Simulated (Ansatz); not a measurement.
**MnO: equation of state with PBE**

The system is MnO.

```
Mn O
1.0
     0.00000    2.22391    2.22391
     2.22391    0.00000    2.22391
     2.22391    2.22391    0.00000
Mn O
1 1
Direct
  0.00000 0.00000 0.00000
  0.50000 0.50000 0.50000
```

The cell is a database's computed one.

| Property | Result |
| --- | --- |
| Program | Ansatz 0.2.0 |
| Task | equation of state |
| Functional | PBE |
| Potentials or basis | Ansatz PAW small core |
| Cutoff | 420 eV |
| Density cutoff | 1680 eV |
| k mesh | 10 × 10 × 10 |
| Occupations | fermi-dirac, width 0.05 eV |
| Spin | collinear spin, ferromagnetic start |
| Starting moments | [4.0, 0.0] μB |

* Equilibrium volume: 11.00 Å³/atom (rough: see the caveat)
* Bulk modulus: 112 GPa (rough)

Energy against volume, from the lowest point:
| volume (Å³/atom) | energy (meV/atom) |
| --- | --- |
| 10.339 | 13.55 |
| 10.559 | 6.34 |
| 10.779 | 1.83 |
| 10.999 | 0.00 |
| 11.219 | 1.78 |
| 11.439 | 6.77 |
| 11.659 | 14.14 |

All runs of the series together: 12 s on 2 threads of Arm Neoverse V2, with other jobs on the host.

Caveat: the fit is doubtful: noisy points or a state that changes with volume.
